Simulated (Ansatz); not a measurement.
# Quasi-harmonic thermodynamics of BeTe (F-43m), part 2 of 2

Wanted: α(T), C_P(T) and B(T) of BeTe in the quasi-harmonic approximation.

What experiment has found for this phase:
- bulk modulus 67 GPa near room temperature (given in “High-Throughput Prediction of Finite-Temperature Properties using the Quasi-Harmonic Approximation”, 2016, arXiv:1603.06924)

Ansatz 0.2.0; DFT RPBE, scalar-relativistic, plane waves, PAW.

So far, isothermal bulk modulus at 298 K (GPa): step 7 (phonons on strained cells, q-mesh 2×2×2) 50.2. The relaxed cell has a = 5.717 Å (conventional setting).

The database entry behind the starting cell differs from later determinations by our own check (an axis about 1.5 % short against later determinations), so it need not match the best structure at ambient conditions.

**8. Phonons on strained cells, q-mesh 4×4×4**

The input, input.yaml:

```yaml
crystal:
  lattice:
    - [0.0, 2.8584041498, 2.8584041498]
    - [2.8584041498, 0.0, 2.8584041498]
    - [2.8584041498, 2.8584041498, 0.0]
  atoms:
    - { symbol: Be, position: [0.0, 0.0, 0.0] }
    - { symbol: Te, position: [0.25, 0.25, 0.25] }
kpoints:
  mp_grid: { grid: [8, 8, 8] }
hamiltonian:
  xc: rpbe
scf:
  occupations: { method: fixed }
output:
  eigenvalues: true
phonons:
  method: dfpt
  qmesh: [4, 4, 4]
  temperatures: { t_max: 800.0, t_step: 50 }
  thermal_expansion: {}
```

Run with:

```bash
$ ansatz run input.yaml --threads 2 --pin off --max-ram 5120MiB --backend cpu --events-out ev --progress --plain --runs-dir out
```

Wall time 13 min (2 threads of Arm Neoverse V2, shared host); peak memory 1.2 GiB; 26 min of CPU time.

This step gave:

| Item | Value |
| --- | --- |
| volume expansion coefficient at 298 K | 28.00 1e-6/K |
| C_P at 298 K | 21.23 J/mol-atom/K |
| entropy at 298 K | 27.35 J/mol-atom/K |
| isothermal bulk modulus at 298 K | 50.11 GPa |
| Grüneisen parameter at 298 K | 0.9489 |
| volume at 298 K | 23.66 Å³/atom |
| principal linear expansion coefficients at 298 K | 9.334, 9.334, 9.334 1e-6/K |

Strained cells of the study; zero-point energy where phonons were solved; the pressures are stresses at a fixed cutoff and can carry an offset from the finite basis. Expansion cells, by row:

```
cell  |a| (Å)  |b| (Å)  |c| (Å)  V (Å³/atom)  E - E_lowest (meV/atom)  pressure, compression positive (GPa)  gap (eV)  zero-point energy (meV/atom)
   1    4.042    4.042    4.042        23.35                        0                                -0.012     2.193                             -
   2    4.075    4.075    4.075        23.92                    2.176                                 -1.21     2.249                             -
   3     4.01     4.01     4.01         22.8                    2.206                                 1.308     2.135                             -
   4    4.043    4.043    4.043        23.36                        0                                -0.016     2.193                         50.06
   5    4.063    4.063    4.063        23.71                    0.871                                 -0.78     2.229                         49.07
   6    4.079    4.079    4.079           24                    2.817                                -1.369     2.257                         48.28
   7    4.098    4.098    4.098        24.33                    6.254                                -1.991     2.287                          47.4
   8    4.002    4.002    4.002        22.67                     3.46                                 1.655      2.12                             -
   9    4.022    4.022    4.022        23.01                    0.844                                 0.795     2.157                             -
  10    4.126    4.126    4.126        24.83                    13.84                                -2.859     2.332                             -
```

Quasi-harmonic; a, b, c are the run's own cell vectors. Expansion, by row:

```
T (K)  a (Å)  b (Å)  c (Å)  alpha (deg)  beta (deg)  gamma (deg)  cell volume (Å³/cell)  alpha_a (1e-6/K)  alpha_b (1e-6/K)  alpha_c (1e-6/K)  alpha_V (1e-6/K)  C_P (J/mol-atom/K)  C_V (J/mol-atom/K)  S (J/mol-atom/K)  B_T (GPa)  B_S (GPa)  Grueneisen  extrapolation  fit error (1e-6/K)
    0  4.054  4.054  4.054           60          60           60                  47.11                 0                 0                 0                 0                   0                   0                 0       51.5       51.5           -              0                   0
   50  4.054  4.054  4.054           60          60           60                  47.11              1.24              1.24              1.24              3.72               6.392               6.392             3.258      51.47      51.48       0.425              0                   0
  100  4.054  4.054  4.054           60          60           60                  47.13              3.06              3.06              3.06              9.17               11.38               11.37             9.404      51.35      51.37       0.587              0                   0
  150  4.055  4.055  4.055           60          60           60                  47.16              5.24              5.24              5.24             15.71               15.08               15.05             14.74      51.12      51.21       0.758              0                   0
  200  4.057  4.057  4.057           60          60           60                   47.2              7.09              7.09              7.09             21.27               17.94               17.87             19.49      50.81         51       0.859              0                0.01
  250  4.058  4.058  4.058           60          60           60                  47.26              8.42              8.42              8.42             25.27               19.92                19.8             23.72      50.46      50.76       0.916              0                0.01
298.1   4.06   4.06   4.06           60          60           60                  47.32              9.33              9.33              9.33                28               21.23               21.07             27.35      50.11       50.5       0.949              0                0.01
  300   4.06   4.06   4.06           60          60           60                  47.32              9.36              9.36              9.36             28.09               21.27               21.11             27.48      50.09      50.49        0.95              0                0.01
  350  4.062  4.062  4.062           60          60           60                  47.39             10.05             10.05             10.05             30.14               22.22                  22             30.84      49.71      50.22       0.972              0                0.01
  400  4.064  4.064  4.064           60          60           60                  47.46             10.56             10.56             10.56             31.69               22.91               22.62             33.85      49.32      49.93       0.987              0                0.01
  450  4.066  4.066  4.066           60          60           60                  47.54             10.97             10.97             10.97             32.91               23.42               23.08             36.58      48.92      49.64       0.999              0                0.01
  500  4.068  4.068  4.068           60          60           60                  47.62             11.31             11.31             11.31             33.92               23.81               23.41             39.07      48.51      49.34       1.008              0                0.01
  550  4.071  4.071  4.071           60          60           60                   47.7             11.59             11.59             11.59             34.77               24.13               23.67             41.35       48.1      49.04       1.015              0                0.01
  600  4.073  4.073  4.073           60          60           60                  47.78             11.84             11.84             11.84             35.52               24.39               23.87             43.46      47.69      48.73       1.021              0                0.01
  650  4.076  4.076  4.076           60          60           60                  47.87             12.07             12.07             12.07              36.2               24.61               24.02             45.42      47.27      48.41       1.027              0                0.01
  700  4.078  4.078  4.078           60          60           60                  47.96             12.28             12.28             12.28             36.83               24.79               24.15             47.25      46.85       48.1       1.032              0                0.02
  750  4.081  4.081  4.081           60          60           60                  48.05             12.48             12.48             12.48             37.43               24.96               24.25             48.97      46.43      47.78       1.037              0                0.02
  800  4.083  4.083  4.083           60          60           60                  48.14             12.66             12.66             12.66             37.99               25.11               24.34             50.59         46      47.46       1.041              0                0.03
```

Expansion coefficient against temperature; values in 1e-6/K:

```
temperature (K)  volume  principal 1
              0       0            0
             50    3.72         1.24
            100    9.17         3.06
            150    15.7         5.24
            200    21.3         7.09
            250    25.3         8.42
            298      28         9.33
            300    28.1         9.36
            350    30.1         10.1
            400    31.7         10.6
            450    32.9         11.0
            500    33.9         11.3
            550    34.8         11.6
            600    35.5         11.8
            650    36.2         12.1
            700    36.8         12.3
            750    37.4         12.5
            800    38.0         12.7
```

Changing the q-mesh (2×2×2 → 4×4×4) takes the volume expansion at 298 K from 25.1 to 28.0 × 10⁻⁶/K and B_T from 50.2 to 50.1 GPa.

**9. Summary of results**

```json
{"settings of these figures": "RPBE, 487.2 eV, k 8×8×8, q 4×4×4", "volume expansion coefficient at 298 K": "28.00 1e-6/K", "C_P at 298 K": "21.23 J/mol-atom/K", "entropy at 298 K": "27.35 J/mol-atom/K", "isothermal bulk modulus at 298 K": "50.11 GPa", "Grüneisen parameter at 298 K": "0.9489", "volume at 298 K": "23.66 Å³/atom", "principal linear expansion coefficients at 298 K": "9.334, 9.334, 9.334 1e-6/K"}
```

Near room temperature BeTe expands by 28.0 × 10⁻⁶/K in volume by RPBE, with C_P = 21.2 J/(mol K) per mole of atoms and B_T = 50.1 GPa. C_P at room temperature is 85 % of the classical 3R an atom, so the stiffest modes are still partly frozen out. A measured bulk modulus near room temperature is 67 GPa (arXiv:1603.06924); the calculated 50.1 GPa differs by -25 %. The table does not say whether its value is isothermal or adiabatic. Changing the q-mesh moves the volume expansion at 298 K between 25.1 and 28.0 × 10⁻⁶/K, while the CPU time spans a factor of 4.9. The interpolation has no quadrupole term, so branches near the zone centre are less sure, since this crystal has sites that are not centres of inversion. The PAW files were made for PBE and are used here under another functional, for which the program regenerates the frozen cores. The cell of these runs is 10 % larger in volume than the database cell; frequencies and all that rests on them shift with it.

[Logs are printed without paths, hosts, clocks, repeated set-up lines and the standing remarks that a program may print on its own settings, such as how far it seeks lower states.]

[Hosts, paths, dates, database ids (printed as entryN), source tags and the programs' standing remarks are cut or masked in the printed files.]

[A step with changed settings may run another functional than the one named; its input shows which.]
